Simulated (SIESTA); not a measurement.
Crystal: GaP.

```
Ga P
1.0
     0.00000    2.72525    2.72525
     2.72525    0.00000    2.72525
     2.72525    2.72525    0.00000
Ga P
1 1
Direct
  0.00000 0.00000 0.00000
  0.75000 0.75000 0.75000
```

Base run:

```yaml
Program: SIESTA 5.4.2
Functional: PBE
Potentials_or_basis: PseudoDojo 0.4 standard (PBE files)
Basis: TZDP (energy shift 0.003 Ry; two zetas on semicore shells)
Grid_cutoff: 800 Ry
Energy_shift: 0.003 Ry
k_mesh: 8 × 8 × 8
Occupations: fermi-dirac, width 0.05 eV
Spin: no spin polarisation
```

Its results: band gap on the k mesh 1.65 eV, indirect (least direct gap 1.93 eV); pressure 3.1 GPa.

The run is repeated on the same cell with these changes: basis from TZDP (energy shift 0.003 Ry; two zetas on semicore shells) to SZ (energy shift 0.003 Ry). What comes out?

Band gap on the k mesh 2.10 eV, direct; pressure 9.0 GPa.

Caveats: the basis of atomic orbitals isn't converged, which shifts pressures, moduli and gaps; the basis has no polarisation orbitals (some runs).
